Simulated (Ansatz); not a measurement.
Reaction (ligand exchange at the Si–N bond): `CN(C)[Si]Cl` + tert-butanol → `CC(C)(C)O[Si]Cl` + dimethylamine

Program: Ansatz. Geometries: PBE0-D4/def2-TZVP. ΔE: electronic, gas phase. CCSD(T)/CBS is the MP2 limit (def2-TZVPP, def2-QZVPP) plus CCSD(T) − MP2 in def2-TZVPP, frozen cores. One conformer a species, not always the lowest.

| level | ΔE (eV) |
| --- | --- |
| SCS-MP2/def2-TZVPP | -0.23 |
| CCSD(T)/def2-TZVPP | -0.22 |

Q: What does CCSD(T)/CBS give? (Estimate.)

A: Computed: -0.22 eV. The listed levels differ from it by -0.01, 0.00 eV.

Largest T1 diagnostic among the species: 0.013.

The D4 term adds −0.03 eV with B3LYP and −0.03 eV with PBE0; it sums over pairs of atoms, weighted by their polarisabilities, and B3LYP, whose exchange is more repulsive, gets the larger term. In def2-TZVPP, CCSD(T) changes the Hartree–Fock value by +0.15 eV (the triples alone add +0.02 eV) and MP2 by +0.17 eV. Leaving LDA and LC-ωPBE aside and taking each functional with its dispersion term where it has one, the values, not all of them listed here, spread over 0.14 eV, from BHLYP-D4 to PBE-QIDH. LDA lies +0.05 eV from PBE without D4.

B3LYP here is the variant with VWN-RPA as its local correlation; programs differ in this.

CCSD(T)/CBS has its own doubt, a few kJ/mol and more with outer-core shells, so smaller differences from it don't rank the levels.
